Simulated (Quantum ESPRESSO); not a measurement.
Set up this calculation in Quantum ESPRESSO 7.5, as the native input.

| Item | Value |
| --- | --- |
| Task | single point |
| Functional | PBE |
| Potentials or basis | SSSP 1.3 efficiency PBE |
| Cutoff | 748 eV |
| Density cutoff | 5987 eV |
| k mesh | 10 × 10 × 2 |
| Occupations | fermi-dirac, width 0.05 eV |
| Spin | no spin polarisation |
| Mixing beta | 0.5 |
| Most SCF iterations | 120 |
| SCF threshold | 2.4e-09 Ry |

The system is SiC (Moissanite 6H).

```
Si C
1.0
     3.09500    0.00000    0.00000
    -1.54750    2.68035    0.00000
     0.00000    0.00000   15.17000
Si C
6 6
Direct
  0.66667 0.33333 0.45830
  0.33333 0.66667 0.95830
  0.66667 0.33333 0.79170
  0.33333 0.66667 0.29170
  0.00000 0.00000 0.62500
  0.00000 0.00000 0.12500
  0.66667 0.33333 0.33330
  0.33333 0.66667 0.83330
  0.66667 0.33333 0.66670
  0.33333 0.66667 0.16670
  0.00000 0.00000 0.50000
  0.00000 0.00000 0.00000
```

The input as run:

pw.in

```
&CONTROL
  calculation = 'scf'
  prefix = 'pwscf'
  outdir = './tmp'
  pseudo_dir = './pseudo'
  tprnfor = .true.
  tstress = .true.
  disk_io = 'low'
/
&SYSTEM
  ibrav = 0
  nat = 12
  ntyp = 2
  ecutwfc = 55
  ecutrho = 440
  nbnd = 33
  occupations = 'smearing'
  smearing = 'fd'
  degauss = 0.00367493
/
&ELECTRONS
  conv_thr = 2.4d-09
  electron_maxstep = 120
  mixing_beta = 0.5
/
ATOMIC_SPECIES
Si    28.0850 Si.pbe-n-rrkjus_psl.1.0.0.UPF
C     12.0110 C.pbe-n-kjpaw_psl.1.0.0.UPF
CELL_PARAMETERS angstrom
   3.0950000000    0.0000000000    0.0000000000
  -1.5475000000    2.6803486247    0.0000000000
   0.0000000000    0.0000000000   15.1700000000
ATOMIC_POSITIONS crystal
Si     0.6666666667    0.3333333333    0.4583000000
Si     0.3333333333    0.6666666667    0.9583000000
Si     0.6666666667    0.3333333333    0.7917000000
Si     0.3333333333    0.6666666667    0.2917000000
Si     0.0000000000    0.0000000000    0.6250000000
Si     0.0000000000    0.0000000000    0.1250000000
C      0.6666666667    0.3333333333    0.3333000000
C      0.3333333333    0.6666666667    0.8333000000
C      0.6666666667    0.3333333333    0.6667000000
C      0.3333333333    0.6666666667    0.1667000000
C      0.0000000000    0.0000000000    0.5000000000
C      0.0000000000    0.0000000000    0.0000000000
K_POINTS automatic
10 10 2 0 0 0
```

pp_density.in

```
&INPUTPP
  prefix = 'pwscf'
  outdir = './tmp'
  filplot = 'density.dat'
  plot_num = 0
/
&PLOT
  nfile = 1
  filepp(1) = 'density.dat'
  iflag = 3
  output_format = 6
  fileout = 'density.cube'
/
```

pp_potential.in

```
&INPUTPP
  prefix = 'pwscf'
  outdir = './tmp'
  filplot = 'potential.dat'
  plot_num = 11
/
&PLOT
  nfile = 1
  filepp(1) = 'potential.dat'
  iflag = 3
  output_format = 6
  fileout = 'potential.cube'
/
```

Potentials or basis: SSSP 1.3 efficiency PBE.

Run with:

```sh
$ OMP_NUM_THREADS=1 pw.x -in pw.in > pw.out
$ OMP_NUM_THREADS=1 pp.x -in pp_density.in > pp_density.out
$ OMP_NUM_THREADS=1 pp.x -in pp_potential.in > pp_potential.out
```

Results of the run:

```json
{
 "Pressure": "0.4 GPa",
 "Largest force": "0.142 eV/Å",
 "Band gap on the k mesh": "2.02 eV, indirect (least direct gap 3.12 eV)"
}
```

Run time: 3.2 min on 1 thread of Arm Neoverse V1, on a shared host, peak memory 0.6 GiB.
